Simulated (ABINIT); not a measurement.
## BaO (Fm-3m): G0W0 in ABINIT against the k mesh

Wanted: the cheapest k mesh that holds the gap of BaO (Fm-3m).

Main program and level: ABINIT 10.8.3; LDA and many-body steps on it, plane waves.

The database entry behind the starting cell differs from later determinations by our own check (about 0.7 % short), so it need not match the best structure at ambient conditions.

**1. Set-up**

Symmetry: Fm-3m, No. 225, cubic system. The conventional cell has a = 5.500 Å, b = 5.500 Å, c = 5.500 Å, α = 90.00°, β = 90.00°, γ = 90.00°. Ba has 6 O at 2.75 Å nearest. O has 6 Ba at 2.75 Å nearest. Farther neighbours and most contacts between anions are not listed.

Coordinates:

```cif
data_structure
_symmetry_space_group_name_H-M 'Fm-3m'
_symmetry_Int_Tables_number 225
_cell_length_a 5.5000
_cell_length_b 5.5000
_cell_length_c 5.5000
_cell_angle_alpha 90.000
_cell_angle_beta 90.000
_cell_angle_gamma 90.000
_cell_volume 166.38
loop_
_atom_site_label
_atom_site_type_symbol
_atom_site_symmetry_multiplicity
_atom_site_Wyckoff_symbol
_atom_site_fract_x
_atom_site_fract_y
_atom_site_fract_z
_atom_site_occupancy
Ba1 Ba 4 a 0.00000 0.00000 0.00000 1
O1 O 4 b 0.50000 0.00000 0.00000 1
```

The cell and positions come from the Crystallography Open Database and are kept as given unless a step says otherwise. Spin-orbit coupling is left out unless a step names it.

**2. Empty states on the mesh, 4×4×4 mesh, 110 bands**

This step: ABINIT 10.8.3; DFT, LDA, plane waves, norm-conserving pseudopotentials.

The sums over transitions need many empty states on a uniform mesh; this step solves for them.

File run.abi:

```
acell 3*1.0 Angstrom
rprim 
  -0.000000000000 2.750000000000 2.750000000000
  2.750000000000 -0.000000000000 2.750000000000
  2.750000000000 2.750000000000 -0.000000000000
ntypat 2
znucl 56 8
natom 2
typat 1 2
xred 
  0.000000000000 0.000000000000 0.000000000000
  0.500000000000 0.500000000000 0.500000000000
pp_dirpath "pseudos"
pseudos "Ba.upf, O.upf"
ecut 36
ngkpt 4 4 4
nshiftk 1
shiftk 0 0 0
kptopt 1
chksymbreak 0
irdden 1
istwfk *1
nband 110
prtvol 0
optdriver 6
gwr_task "HDIAGO"
paral_kgb 0
occopt 1
indata_prefix "in"
outdata_prefix "out"
tmpdata_prefix "tmp"
```

On the command line:

```console
$ OMP_NUM_THREADS=1 mpirun -n 4 abinit run.abi > log
```

Numbers of over 12 decimals in the logs are rounded to 6 here.

The program printed:

```text
.Version 10.8.3 of ABINIT. v10.8.2 released Aug 2026.

 Symmetries : space group Fm -3 m (#225); Bravais cF (face-center cubic)
[... echo of the input left out ...]
== DATASET  1 ==================================================================
-   mpi_nproc: 4, omp_nthreads: 1 (-1 if OMP is not activated)

--- !DatasetInfo
iteration_state: {dtset: 1, }
dimensions: {natom: 2, nkpt: 8, mband: 110, nsppol: 1, nspinor: 1, nspden: 1, mpw: 2914, }
cutoff_energies: {ecut:  36.0, pawecutdg:  -1.0, }
[...]
Direct band gap semiconductor
 Fundamental gap:     1.801 (eV)
   VBM:     5.446 (eV) at k: [ 5.0000E-01,  5.0000E-01,  0.0000E+00]
   CBM:     7.248 (eV) at k: [ 5.0000E-01,  5.0000E-01,  0.0000E+00]
 Direct gap:         1.801 (eV) at k: [ 5.0000E-01,  5.0000E-01,  0.0000E+00]

== END DATASET(S) ==============================================================
================================================================================

 -outvars: echo values of variables after computation  --------
           etotal      0.0000000000E+00
            nband         110
             nkpt           8
          spgroup         225
 [... the other variables as echoed above ...]

 Calculation completed.
```

Run time: 33 s. Hardware: 4 MPI ranks of Arm Neoverse V2, shared host; peak memory 2 GiB.

This step gave:

| Property | Result |
| --- | --- |
| gap | 1.801 eV |
| k of the valence top | 0.5, 0.5, 0 |
| k of the conduction bottom | 0.5, 0.5, 0 |
| least direct gap | 1.801 eV |
| k points computed | 8 |
| lowest point of the top converged band, above the valence top | 86.8994 eV |

On this mesh the gap is 1.801 eV.

The density comes from a self-consistent run that is not shown.

**3. Empty states on the mesh, 2×2×2 mesh, 35 bands**

Changes to run.abi since step 2:

```diff
@@ -15,3 +15,3 @@
 ecut 36
-ngkpt 4 4 4
+ngkpt 2 2 2
 nshiftk 1
@@ -20,10 +20,10 @@
 chksymbreak 0
+iscf -2
 irdden 1
 istwfk *1
-nband 110
+nband 35
+nbdbuf 4
+tolwfr 1e-09
+nstep 60
 prtvol 0
-optdriver 6
-gwr_task "HDIAGO"
-paral_kgb 0
-occopt 1
 indata_prefix "in"
```

The program printed:

```text
.Version 10.8.3 of ABINIT. v10.8.2 released Aug 2026.

 Symmetries : space group Fm -3 m (#225); Bravais cF (face-center cubic)
[... echo of the input left out ...]
== DATASET  1 ==================================================================
-   mpi_nproc: 4, omp_nthreads: 1 (-1 if OMP is not activated)
-    --> not optimal distribution: autoparal keyword recommended in input file <--

--- !DatasetInfo
iteration_state: {dtset: 1, }
dimensions: {natom: 2, nkpt: 3, mband: 35, nsppol: 1, nspinor: 1, nspden: 1, mpw: 2914, }
cutoff_energies: {ecut:  36.0, pawecutdg:  -1.0, }
[...]
0.86013    0.86013    1.08390    1.08390    1.08390    1.12175    1.12175    1.12175
   1.19395    1.19395    1.19395    1.20686    1.22713    1.22713    1.49887    1.51580
   1.51580    1.55180    1.55180
 prteigrs : prtvol=0 or 1, do not print more k-points.

== END DATASET(S) ==============================================================
================================================================================

 -outvars: echo values of variables after computation  --------
            nband          35
             nkpt           3
          spgroup         225
 [... the other variables as echoed above ...]

 Calculation completed.
```

The job ended after 3.4 s (4 MPI ranks; peak memory 0.24 GiB; 13 s of CPU time).

Numbers from this step:

* gap: 1.801 eV
* k of the valence top: 0.5, 0.5, 0
* k of the conduction bottom: 0.5, 0.5, 0
* least direct gap: 1.801 eV
* k points computed: 3
* lowest point of the top converged band, above the valence top: 31.78 eV

On this mesh the gap is 1.801 eV.

**4. Empty states on the mesh, 6×6×6 mesh, 35 bands**

Changes to run.abi since step 3:

```diff
@@ -15,3 +15,3 @@
 ecut 36
-ngkpt 2 2 2
+ngkpt 6 6 6
 nshiftk 1
```

The program printed:

```text
.Version 10.8.3 of ABINIT. v10.8.2 released Aug 2026.

 Symmetries : space group Fm -3 m (#225); Bravais cF (face-center cubic)
[... echo of the input left out ...]
== DATASET  1 ==================================================================
-   mpi_nproc: 4, omp_nthreads: 1 (-1 if OMP is not activated)

--- !DatasetInfo
iteration_state: {dtset: 1, }
dimensions: {natom: 2, nkpt: 16, mband: 35, nsppol: 1, nspinor: 1, nspden: 1, mpw: 2914, }
cutoff_energies: {ecut:  36.0, pawecutdg:  -1.0, }
[...]
0.86013    0.86013    1.08390    1.08390    1.08390    1.12175    1.12175    1.12175
   1.19395    1.19395    1.19395    1.20686    1.22713    1.22713    1.49887    1.51580
   1.51580    1.55180    1.55180
 prteigrs : prtvol=0 or 1, do not print more k-points.

== END DATASET(S) ==============================================================
================================================================================

 -outvars: echo values of variables after computation  --------
            nband          35
             nkpt          16
          spgroup         225
 [... the other variables as echoed above ...]

 Calculation completed.
```

Wall time 7.3 s (4 MPI ranks); peak memory 0.27 GiB.

This step gave:

- gap: 1.801 eV
- k of the valence top: 0.5, 0.5, 0
- k of the conduction bottom: 0.5, 0.5, 0
- least direct gap: 1.801 eV
- k points computed: 16
- lowest point of the top converged band, above the valence top: 31.01 eV

On this mesh the gap is 1.801 eV.

**5. Screening, 2×2×2 mesh, 31 bands, screening to 106.1 eV**

The RPA dielectric matrix is built and inverted for each q.

This step: RPA screening on LDA, plane waves, norm-conserving pseudopotentials.

Changes to run.abi since step 4:

```diff
@@ -15,3 +15,3 @@
 ecut 36
-ngkpt 6 6 6
+ngkpt 2 2 2
 nshiftk 1
@@ -20,10 +20,11 @@
 chksymbreak 0
-iscf -2
-irdden 1
 istwfk *1
-nband 35
-nbdbuf 4
-tolwfr 1e-09
-nstep 60
-prtvol 0
+occopt 1
+irdwfk 1
+optdriver 3
+nband 31
+ecuteps 3.9
+inclvkb 2
+awtr 1
+symchi 1
 indata_prefix "in"
```

The program printed:

```text
.Version 10.8.3 of ABINIT. v10.8.2 released Aug 2026.

 Symmetries : space group Fm -3 m (#225); Bravais cF (face-center cubic)
[... echo of the input left out ...]
== DATASET  1 ==================================================================
-   mpi_nproc: 4, omp_nthreads: 1 (-1 if OMP is not activated)

--- !DatasetInfo
iteration_state: {dtset: 1, }
dimensions: {natom: 2, nkpt: 3, mband: 31, nsppol: 1, nspinor: 1, nspden: 1, mpw: 2914, }
cutoff_energies: {ecut:  36.0, pawecutdg:  -1.0, }
electrons: {nelect:   1.60000000E+01, charge:   0.00000000E+00, occopt:   1.00000000E+00, tsmear:   1.00000000E-02, }

 SCREENING: Calculation of the susceptibility and dielectric matrices

 Based on a program developped by R.W. Godby, V. Olevano, G. Onida, and L. Reining.
 Incorporated in ABINIT by V. Olevano, G.-M. Rignanese, and M. Torrent.
.Using double precision arithmetic ; gwpc =  8

[... cell and pseudopotentials left out ...]
--------------------------------------------------------------------------------

 ==== K-mesh for the wavefunctions ====
 Number of points in the irreducible wedge :     3
[... list of points left out ...]
 Together with 48 symmetry operations and time-reversal symmetry
 yields     8 points in the full Brillouin Zone.

 ==== Q-mesh for the screening function ====
 Number of points in the irreducible wedge :     3
[... list of points left out ...]
 Together with 48 symmetry operations and time-reversal symmetry
 yields     8 points in the full Brillouin Zone.

 setmesh: FFT mesh size selected  =    27x   27x   27
          total number of points  =        19683

 vcoul_init : cutoff-mode = AUXILIARY_FUNCTION
 q-points for optical limit:   1
     1)      0.000010    0.000020    0.000030

- screening: taking advantage of time-reversal symmetry
- Maximum band index for partially occupied states nbvw = 8
- Remaining bands to be divided among processors   nbcw = 23
- Number of bands treated by each node ~5

 Number of electrons calculated from density =   16.0000; Expected =   16.0000
 average of density, n =  0.057003
 r_s =    1.6119
 omega_plasma =   23.0305 [eV]

 calculating chi0 at frequencies [eV] :
  1    0.000000E+00    0.000000E+00
  2    0.000000E+00    2.303049E+01

--------------------------------------------------------------------------------
  q-point number  1        q = ( 0.000000, 0.000000, 0.000000) [r.l.u.]
--------------------------------------------------------------------------------
[... chi0 elements left out ...]
 For q-point:  0.000010 0.000020 0.000030
  dielectric constant =   6.8448
  dielectric constant without local fields =   7.4769

  Average fulfillment of the sum rule on Im[epsilon] for q-point    1 :     43.59  [%]
[... wings left out ...]
  q-point number  2        q = ( 0.500000, 0.000000, 0.000000) [r.l.u.]
--------------------------------------------------------------------------------
[... chi0 elements left out ...]
  Average fulfillment of the sum rule on Im[epsilon] for q-point    2 :     61.39  [%]

 [... 1 further q-points ...]
```

Run time: 2.1 s. Hardware: 4 MPI ranks; peak memory 0.09 GiB.

This step gave:

| Item | Value |
| --- | --- |
| ε∞ with local fields, on this mesh, along the program's q direction | 6.845 |
| the same without local fields | 7.477 |
| plasma frequency | 23.03 eV |
| plane waves in the screening matrix | 113 |

Local fields lower ε∞ by 8 %. On a Γ-centred mesh this coarse the value itself is usually too large, while a short band sum pulls it down.

**6. 2×2×2**

This step: G0W0 on LDA, plane waves, norm-conserving pseudopotentials.

Changes to run.abi since step 5:

```diff
@@ -23,8 +23,17 @@
 irdwfk 1
-optdriver 3
+optdriver 4
 nband 31
+gwcalctyp 0
+ecutsigx 36
+symsigma 1
+nkptgw 2
+kptgw 
+  0.5000000000 0.5000000000 0.0000000000
+  0.0000000000 0.0000000000 0.0000000000
+bdgw 
+  6 10
+  6 12
 ecuteps 3.9
-inclvkb 2
-awtr 1
-symchi 1
+irdscr 1
+ppmodel 1
 indata_prefix "in"
```

The program printed:

```text
.Version 10.8.3 of ABINIT. v10.8.2 released Aug 2026.

 Symmetries : space group Fm -3 m (#225); Bravais cF (face-center cubic)
[... echo of the input left out ...]
== DATASET  1 ==================================================================
-   mpi_nproc: 4, omp_nthreads: 1 (-1 if OMP is not activated)

--- !DatasetInfo
iteration_state: {dtset: 1, }
dimensions: {natom: 2, nkpt: 3, mband: 31, nsppol: 1, nspinor: 1, nspden: 1, mpw: 2914, }
cutoff_energies: {ecut:  36.0, pawecutdg:  -1.0, }
electrons: {nelect:   1.60000000E+01, charge:   0.00000000E+00, occopt:   1.00000000E+00, tsmear:   1.00000000E-02, }

 SIGMA: Calculation of the GW corrections

 Based on a program developped by R.W. Godby, V. Olevano, G. Onida, and L. Reining.
 Incorporated in ABINIT by V. Olevano, G.-M. Rignanese, and M. Torrent.
.Using double precision arithmetic ; gwpc =  8

[... cell and pseudopotentials left out ...]
--------------------------------------------------------------------------------

 ==== K-mesh for the wavefunctions ====
 Number of points in the irreducible wedge :     3
[... list of points left out ...]
 Together with 48 symmetry operations and time-reversal symmetry
 yields     8 points in the full Brillouin Zone.

 ==== Q-mesh for screening function ====
 Number of points in the irreducible wedge :     3
[... list of points left out ...]
 Together with 48 symmetry operations and time-reversal symmetry
 yields     8 points in the full Brillouin Zone.

 vcoul_init : cutoff-mode = AUXILIARY_FUNCTION
 q-points for optical limit:   1
     1)      0.000010    0.000020    0.000030
 setmesh: FFT mesh size selected  =    40x   40x   40
          total number of points  =        64000

 Number of electrons calculated from density =   16.0000; Expected =   16.0000
 average of density, n =  0.057003
 r_s =    1.6119
 omega_plasma =   23.0305 [eV]

 === KS Band Gaps ===
  >>>> For spin  1
   Minimum direct gap =   1.8012 [eV], located at k-point      :   0.5000  0.5000  0.0000
   Fundamental gap    =   1.8012 [eV], Top of valence bands at :   0.5000  0.5000  0.0000
                                       Bottom of conduction at :   0.5000  0.5000  0.0000
 SIGMA fundamental parameters:
 PLASMON POLE MODEL  1
 number of plane-waves for SigmaX                 2891
 number of plane-waves for SigmaC and W            113
 number of plane-waves for wavefunctions          2891
 number of bands                                    31
 number of independent spin polarizations            1
 number of spinorial components                      1
 number of k-points in IBZ                           3
 number of q-points in IBZ                           3
 number of symmetry operations                      48
 number of k-points in BZ                            8
 number of q-points in BZ                            8
 number of frequencies for dSigma/dE                 9
 frequency step for dSigma/dE [eV]                0.25
 number of omega for Sigma on real axis              0
 max omega for Sigma on real axis  [eV]           0.00
 zcut for avoiding poles [eV]                     0.10

 EPSILON^-1 parameters (SCR file):
 dimension of the eps^-1 matrix on file            113
 dimension of the eps^-1 matrix used               113
 number of plane-waves for wavefunctions          2891
 number of bands                                    31
 number of q-points in IBZ                           3
 number of frequencies                               2
 number of real frequencies                          1
 number of imag frequencies                          1

 matrix elements of self-energy operator (all in [eV])

 Perturbative Calculation

--- !SelfEnergy_ee
iteration_state: {dtset: 1, }
kpoint     : [   0.500,    0.500,    0.000, ]
spin       : 1
KS_gap     :    1.801
QP_gap     :    2.659
Delta_QP_KS:    0.857
data: !SigmaeeData |
     Band     E0 <VxcDFT>   SigX SigC(E0)      Z dSigC/dE  Sig(E)    E-E0       E
        6   5.226 -18.472 -23.035   4.955   0.768  -0.302 -18.170   0.302   5.528
        7   5.226 -18.472 -23.035   4.955   0.768  -0.302 -18.170   0.302   5.528
        8   5.446 -18.458 -22.781   4.741   0.772  -0.295 -18.135   0.322   5.769
        9   7.248  -9.056  -4.229  -3.421   0.840  -0.191  -7.876   1.180   8.427
       10  11.511 -11.862  -6.403  -3.517   0.830  -0.205 -10.250   1.613  13.124

--- !SelfEnergy_ee
iteration_state: {dtset: 1, }
kpoint     : [   0.000,    0.000,    0.000, ]
spin       : 1
KS_gap     :    3.878
QP_gap     :    4.832
Delta_QP_KS:    0.954
data: !SigmaeeData |
     Band     E0 <VxcDFT>   SigX SigC(E0)      Z dSigC/dE  Sig(E)    E-E0       E
        6   4.993 -18.321 -23.060   5.087   0.765  -0.307 -18.055   0.266   5.259
[...]
10  10.087 -10.091  -4.749  -3.568   0.836  -0.196  -8.608   1.484  11.570
       11  10.087 -10.091  -4.749  -3.568   0.836  -0.196  -8.608   1.484  11.570
       12  10.087 -10.091  -4.749  -3.568   0.836  -0.196  -8.608   1.484  11.570

== END DATASET(S) ==============================================================
================================================================================

 -outvars: echo values of variables after computation  --------
           etotal      0.0000000000E+00
            nband          31
             nkpt           3
          spgroup         225
 [... the other variables as echoed above ...]

 Calculation completed.
```

Run time: 2.3 s. Hardware: 4 MPI ranks; peak memory 0.12 GiB.

Numbers from this step:

- G0W0 gap on the points computed: 2.658 eV
- starting gap on the mesh: 1.801 eV
- k of the valence top: 0.5, 0.5, 0
- k of the conduction bottom: 0.5, 0.5, 0
- Z at the valence top: 0.772
- Z at the conduction bottom: 0.84
- least direct G0W0 gap on the computed points: 2.658 eV

**7. Screening, 4×4×4 mesh, 31 bands, screening to 106.1 eV**

This step: RPA screening on LDA, plane waves, norm-conserving pseudopotentials.

Changes to run.abi since step 6:

```diff
@@ -15,3 +15,3 @@
 ecut 36
-ngkpt 2 2 2
+ngkpt 4 4 4
 nshiftk 1
@@ -23,17 +23,8 @@
 irdwfk 1
-optdriver 4
+optdriver 3
 nband 31
-gwcalctyp 0
-ecutsigx 36
-symsigma 1
-nkptgw 2
-kptgw 
-  0.5000000000 0.5000000000 0.0000000000
-  0.0000000000 0.0000000000 0.0000000000
-bdgw 
-  6 10
-  6 12
 ecuteps 3.9
-irdscr 1
-ppmodel 1
+inclvkb 2
+awtr 1
+symchi 1
 indata_prefix "in"
```

The program printed:

```text
.Version 10.8.3 of ABINIT. v10.8.2 released Aug 2026.

 Symmetries : space group Fm -3 m (#225); Bravais cF (face-center cubic)
[... echo of the input left out ...]
== DATASET  1 ==================================================================
-   mpi_nproc: 4, omp_nthreads: 1 (-1 if OMP is not activated)

--- !DatasetInfo
iteration_state: {dtset: 1, }
dimensions: {natom: 2, nkpt: 8, mband: 31, nsppol: 1, nspinor: 1, nspden: 1, mpw: 2914, }
cutoff_energies: {ecut:  36.0, pawecutdg:  -1.0, }
electrons: {nelect:   1.60000000E+01, charge:   0.00000000E+00, occopt:   1.00000000E+00, tsmear:   1.00000000E-02, }

 SCREENING: Calculation of the susceptibility and dielectric matrices

 Based on a program developped by R.W. Godby, V. Olevano, G. Onida, and L. Reining.
 Incorporated in ABINIT by V. Olevano, G.-M. Rignanese, and M. Torrent.
.Using double precision arithmetic ; gwpc =  8

[... cell and pseudopotentials left out ...]
--------------------------------------------------------------------------------

 ==== K-mesh for the wavefunctions ====
 Number of points in the irreducible wedge :     8
[... list of points left out ...]
 Together with 48 symmetry operations and time-reversal symmetry
 yields    64 points in the full Brillouin Zone.

 ==== Q-mesh for the screening function ====
 Number of points in the irreducible wedge :     8
[... list of points left out ...]
 Together with 48 symmetry operations and time-reversal symmetry
 yields    64 points in the full Brillouin Zone.

 setmesh: FFT mesh size selected  =    27x   27x   27
          total number of points  =        19683

 vcoul_init : cutoff-mode = AUXILIARY_FUNCTION
 q-points for optical limit:   1
     1)      0.000010    0.000020    0.000030

- screening: taking advantage of time-reversal symmetry
- Maximum band index for partially occupied states nbvw = 8
- Remaining bands to be divided among processors   nbcw = 23
- Number of bands treated by each node ~5

 Number of electrons calculated from density =   16.0000; Expected =   16.0000
 average of density, n =  0.057003
 r_s =    1.6119
 omega_plasma =   23.0305 [eV]

 calculating chi0 at frequencies [eV] :
  1    0.000000E+00    0.000000E+00
  2    0.000000E+00    2.303049E+01

--------------------------------------------------------------------------------
  q-point number  1        q = ( 0.000000, 0.000000, 0.000000) [r.l.u.]
--------------------------------------------------------------------------------
[... chi0 elements left out ...]
 For q-point:  0.000010 0.000020 0.000030
  dielectric constant =   4.3371
  dielectric constant without local fields =   4.8009

  Average fulfillment of the sum rule on Im[epsilon] for q-point    1 :     43.38  [%]
[... wings left out ...]
  q-point number  2        q = ( 0.250000, 0.000000, 0.000000) [r.l.u.]
--------------------------------------------------------------------------------
[... chi0 elements left out ...]
  Average fulfillment of the sum rule on Im[epsilon] for q-point    2 :     71.42  [%]

 [... 6 further q-points ...]
```

Elapsed: 4.3 s, on 4 MPI ranks; peak memory 0.47 GiB; 17 s of CPU time.

This step gave:

- ε∞ with local fields, on this mesh, along the program's q direction: 4.337
- the same without local fields: 4.801
- plasma frequency: 23.03 eV
- plane waves in the screening matrix: 113

(Continued in part 2 of 2.)

[Paths, hosts, dates, memory and timing lines, banners, echoed tables and standing remarks are left out of the program output.]

[Logs are printed without paths, hosts, clocks, repeated set-up lines and the standing remarks that a program may print on its own settings, such as how far it seeks lower states.]

[Runs of the session that timed out or met a known fault of the program may be left out.]

[Hosts, paths, dates, database ids (printed as entryN), source tags and the programs' standing remarks are cut or masked in the printed files.]

[G0W0 gaps are taken among the corrected bands and points alone; a level outside them can change the order at an edge.]

[Where Ansatz stands beside ABINIT at settings called matched, ABINIT's density can come from a denser mesh and the files from another edition; pairs whose starting gaps differed by over 0.03 eV were left out, so agreement reads better than it is.]
